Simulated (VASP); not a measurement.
# TiTe2 (P4/mmm) in VASP: notebook, part 2 of 2

VASP 6.6.1. Earlier steps stand in the parts before.

### 5 The runs side by side

| level | gap on the mesh (eV) | pressure (GPa) | relaxed volume (Å³/atom) |
| --- | --- | --- | --- |
| PBEsol | none | 0.0 | 29.09 |
| PBEsol+D3 | none | 0.0 | 27.89 |
| PBEsol+D3(BJ) | none | 0.0 | 26.99 |

Alike in all rows: task relaxation of cell and atoms; potentials or basis VASP PAW PBE potentials, release 64 (Ti_sv, Te); no spin polarisation; cell relaxed; k mesh 9 × 9 × 3; cutoff (eV) 600; smearing fermi-dirac 0.05 eV.

Caveats: the PAW data sets were made with another functional, which shifts forces and pressure a little; this functional lacks dispersion, which binds the layers, so the pressure and a relaxed spacing across them are unreliable (some runs).

Total energies depend on the potentials used, so only differences within one code and one set of settings carry meaning.
